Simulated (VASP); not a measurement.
# ZrB2 (P6/mmm) in VASP: settings compared

One crystal, ZrB2, is run at these levels: PBE, PBEsol; tasks: single point.

Everything below comes from runs of VASP 6.6.1. Logs are shortened: lines on timing, memory, paths and dates and some standing lists are left out, and cuts for length are marked.

### 1 Starting point

Symmetry: P6/mmm, No. 191, hexagonal system. The conventional cell has a = 3.170 Å, b = 3.170 Å, c = 3.533 Å, α = 90.00°, β = 90.00°, γ = 120.00°. Around Zr (site symmetry 6/mmm) lie 12 B at 2.54 Å. Around B (site symmetry -6m2) lie 3 B at 1.83 Å.

### 2 Single point, PBE

Contents of INCAR:

```
ADDGRID = F ; ALGO = Normal
EDIFF = 1E-7 ; ENCUT = 550
GGA = PE ; ISIF = 2
ISMEAR = -1 ; LASPH = T
LCHARG = F ; LREAL = F
LWAVE = F ; NBANDS = 16
NELM = 100 ; PREC = Accurate
SIGMA = 0.1
```

Contents of KPOINTS:

```
k-points
0
Gamma
  17 17 14
```

Contents of POSCAR:

```
ZrB2
1.0
    3.1700000000      0.0000000000      0.0000000000
   -1.5850000000      2.7453005300      0.0000000000
    0.0000000000      0.0000000000      3.5330000000
Zr B
1 2
Direct
    0.0000000000      0.0000000000      0.0000000000
    0.6666666667      0.3333333333      0.5000000000
    0.3333333333      0.6666666667      0.5000000000
```

Potentials or basis: VASP PAW PBE potentials, release 64 (Zr_sv, B).

On the command line:

```bash
cat potpaw_PBE.64/Zr_sv/POTCAR potpaw_PBE.64/B/POTCAR > POTCAR
mpirun -np 1 vasp_std > vasp.out
```

OUTCAR:

```text
EDIFF = 1E-7
   ENCUT = 550
   GGA = PE
   ISIF = 2
   ISMEAR = -1
   LASPH = T
   LREAL = F
   NELM = 100
   PREC = Accurate

 Found    264 irreducible k-points:

 Following reciprocal coordinates:
            Coordinates               Weight
  0.000000  0.000000  0.000000      1.000000
  0.058824 -0.000000  0.000000      6.000000
  0.117647 -0.000000  0.000000      6.000000
  0.176471 -0.000000  0.000000      6.000000
  0.235294 -0.000000  0.000000      6.000000
  0.294118  0.000000  0.000000      6.000000
   k-points           NKPTS =    264   k-points in BZ     NKDIM =    264   number of bands    NBANDS=     16
   number of dos      NEDOS =    301   number of ions     NIONS =      3
   total plane-waves  NPLWV =  16128
   dimension x,y,z NGX =    24 NGY =   24 NGZ =   28
   dimension x,y,z NGXF=    48 NGYF=   48 NGZF=   56
   ions per type =               1   2
   NGX,Y,Z   is equivalent  to a cutoff of  12.59, 12.59, 13.18 a.u.
   NGXF,Y,Z  is equivalent  to a cutoff of  25.17, 25.17, 26.35 a.u.
 SYSTEM =  unknown system
   PREC   = accura    normal or accurate (medium, high low for compatibility)
   ISTART =      0    job   : 0-new  1-cont  2-samecut
   ICHARG =      2    charge: 1-file 2-atom 10-const
   ISPIN  =      1    spin polarized calculation?
   LNONCOLLINEAR =      F non collinear calculations
   LSORBIT =      F    spin-orbit coupling
   LASPH  =      T    aspherical Exc in radial PAW
   ENCUT  =  550.0 eV  40.42 Ry    6.36 a.u.   6.06  6.06  6.76*2*pi/ulx,y,z
   NELM   =    100;   NELMIN=  2; NELMDL= -5     # of ELM steps
   EDIFF  = 0.1E-06   stopping-criterion for ELM
   LREAL  =      F    real-space projection
   EDIFFG = 0.1E-05   stopping-criterion for IOM
   NSW    =      0    number of steps for IOM
   IBRION =     -1    ionic relax: 0-MD 1-quasi-New 2-CG
   NFREE  =      0    steps in history (QN), initial steepest desc. (CG)
   ISIF   =      2    stress and relaxation
   ISYM   =      2    0-nonsym 1-usesym 2-fastsym
   POTIM  = 0.5000    time-step for ionic-motion
   TEBEG  =    0.0;   TEEND  =   0.0 temperature during run
   PSTRESS=    0.0 pullay stress
   NELECT =      18.0000    total number of electrons
   NUPDOWN=      -1.0000    fix difference up-down
   EMIN   =  10.00;   EMAX   =-10.00  energy-range for DOS
   EFERMI =   0.00;   METHOD = LEGACY
   ISMEAR =    -1;   SIGMA  =   0.10  broadening in eV -4-tet -1-fermi 0-gaus
   EFERMI_NEDOS =   21; number of points for ismear=-14 and -15
   IALGO  =     38    algorithm
   IMIX   =      4    mixing-type and parameters
     AMIX     =   0.40;   BMIX     =  1.00
     AMIX_MAG =   1.60;   BMIX_MAG =  1.00
  volume/ion in A,a.u.               =      10.25        69.16
  Fermi-wavevector in a.u.,A,eV,Ry     =   1.369519  2.588016 25.518847  1.875582
  Thomas-Fermi vector in A             =   2.495387
   LORBIT       =      0    0 simple, 1 ext, 2 COOP (PROOUT), +10 PAW based schemes
   GGA     = PE    functional components
   LHFCALC =     F    Hartree Fock is set to
   AEXX    =    0.0000 exact exchange contribution
   IVDW    =     0    specifies the selected vdW correction
   LEPSILON=     F    determine dielectric tensor
   LRPA    =     F    only Hartree local field effects (RPA)
 non-spin polarized calculation
  energy-cutoff  :      550.00
  volume of cell :       30.75
 maximum number of plane-waves:       922
   NGX = 13   NGY = 13   NGZ = 13

 number of electron      18.0000000 magnetization

 Free energy of the ion-electron system (eV)
  ---------------------------------------------------
  ext. energy  EPLUGINS =         0.00000000
  ---------------------------------------------------
  free energy    TOTEN  =       -24.98301337 eV

  energy without entropy =      -24.97409422  energy(sigma->0) =      -24.97855379

 E-fermi :  10.5631     XC(G=0): -12.4433

 val. band max:       10.5612450664   @ k =   0.0588   0.0588   0.2857
 cond. band min:      10.5834727180   @ k =   0.0588   0.0588   0.5000
 fundamental gap:      0.0222276515
 Fermi energy:        10.5630697518

 k-point     1 :       0.0000    0.0000    0.0000
  band No.  band energies     occupation
      1     -38.1047      2.00000
      2     -16.2923      2.00000
      3     -15.7382      2.00000
      4     -15.7382      2.00000
      5      -2.2044      2.00000
      6       7.8954      2.00000
      7       7.8954      2.00000
      8       7.9434      2.00000
      9       8.1766      2.00000
     10      13.9266      0.00000
     11      13.9266      0.00000
     12      14.7028      0.00000
     13      14.7028      0.00000
     14      15.3853      0.00000
     15      15.6693      0.00000
     16      15.6693      0.00000

 k-point     2 :       0.0588   -0.0000    0.0000
  band No.  band energies     occupation
      1     -38.1008      2.00000
      2     -16.2866      2.00000
      3     -15.7723      2.00000
      4     -15.7455      2.00000
      5      -2.1348      2.00000
      6       7.6844      2.00000
      7       7.8977      2.00000
      8       8.0116      2.00000
      9       8.0978      2.00000
     10      13.8823      0.00000
     11      14.0432      0.00000
     12      14.2104      0.00000
     13      14.3755      0.00000
     14      15.7008      0.00000
     15      16.0172      0.00000
     16      16.1964      0.00000

 k-point     3 :       0.1176   -0.0000    0.0000
  band No.  band energies     occupation
      1     -38.0897      2.00000
      2     -16.2700      2.00000
      3     -15.8689      2.00000
      4     -15.7666      2.00000
      5      -1.9300      2.00000
      6       7.1327      2.00000
      7       7.8897      2.00000
      8       7.8954      2.00000
      9       8.1936      2.00000
     10      13.4655      0.00000
     11      13.7592      0.00000
     12      14.0008      0.00000
     13      14.3143      0.00000
     14      16.4303      0.00000
     15      16.5084      0.00000
     16      17.1729      0.00000

 k-point     4 :       0.1765   -0.0000    0.0000
  band No.  band energies     occupation
      1     -38.0728      2.00000
      2     -16.2448      2.00000
      3     -16.0124      2.00000
      4     -15.7983      2.00000
      5      -1.6014      2.00000
      6       6.3893      2.00000
      7       7.6130      2.00000
      8       7.8686      2.00000
      9       8.4096      2.00000
     10      12.8761      0.00000
     11      13.5818      0.00000
     12      13.8454      0.00000
     13      14.4849      0.00000
     14      16.6857      0.00000
     15      17.2744      0.00000
     16      17.6268      0.00000

 k-point     5 :       0.2353   -0.0000    0.0000
  band No.  band energies     occupation
      1     -38.0523      2.00000
      2     -16.2141      2.00000
      3     -16.1809      2.00000
      4     -15.8362      2.00000
      5      -1.1639      2.00000
      6       5.5622      2.00000
      7       7.3250      2.00000
      8       7.8042      2.00000
      9       8.5216      2.00000
     10      12.6610      0.00000
     11      13.3811      0.00000
     12      13.9396      0.00000
     13      14.2719      0.00000
     14      16.8018      0.00000
     15      17.5130      0.00000
     16      18.9380      0.00000

 k-point     6 :       0.2941    0.0000    0.0000
  band No.  band energies     occupation
      1     -38.0310      2.00000
      2     -16.3505      2.00000
      3     -16.1823      2.00000
      4     -15.8752      2.00000
      5      -0.6335      2.00000
      6       4.7083      2.00000
      7       7.0649      2.00000
      8       7.7088      2.00000
      9       8.4321      2.00000
     10      12.9468      0.00000
     11      13.1861      0.00000
     12      13.8005      0.00000
     13      14.2489      0.00000
     14      16.8455      0.00000
     15      18.2091      0.00000
     16      20.3022      0.00000

 [... further k-points ...]

------------------------ aborting loop because EDIFF is reached ----------------------------------------

  FORCE on cell =-STRESS in cart. coord.  units (eV):
  Direction    XX          YY          ZZ          XY          YZ          ZX
  --------------------------------------------------------------------------------------
  -------------------------------------------------------------------------------------
  Total        0.1311888      0.1311888      0.2560922      0.0000000     -0.0000000      0.0000000
  in kB        6.8361984      6.8361984     13.3448655      0.0000000     -0.0000000      0.0000000
  external PRESSURE =       9.0057541 kB  Pullay stress =       0.0000000 kB

 VOLUME and BASIS-vectors are now :
 -----------------------------------------------------------------------------
  energy-cutoff  :      550.00
  volume of cell :       30.75
      direct lattice vectors                 reciprocal lattice vectors
     3.170000000  0.000000000  0.000000000     0.315457413  0.182129422  0.000000000
    -1.585000000  2.745300530  0.000000000     0.000000000  0.364258845  0.000000000
     0.000000000  0.000000000  3.533000000     0.000000000  0.000000000  0.283045570

 POSITION                                       TOTAL-FORCE (eV/Angst)
 -----------------------------------------------------------------------------------
      0.00000      0.00000      0.00000        -0.000000      0.000000      0.000000
      1.58500      0.91510      1.76650         0.000000     -0.000000      0.000000
     -0.00000      1.83020      1.76650        -0.000000      0.000000      0.000000
 -----------------------------------------------------------------------------------
    total drift:                               -0.000000      0.000000     -0.000000

  FREE ENERGIE OF THE ION-ELECTRON SYSTEM (eV)
  ---------------------------------------------------
  free  energy   TOTEN  =       -24.9830133657 eV

  energy  without entropy=      -24.9740942210  energy(sigma->0) =      -24.97855379
```

Wall time 2.3 min (1 thread of Intel Xeon Platinum 8175M at 2.50GHz (Skylake/Cascade Lake), shared host); peak memory 0.25 GiB.

These settings aren't checked as converged: the numbers below hold their error.

Results:

```yaml
Free_energy: -24.9830 eV
Pressure: 0.9 GPa
Band_gap_on_the_k_mesh: none (metal or under the smearing width)
```

[end of part 1 of 2]
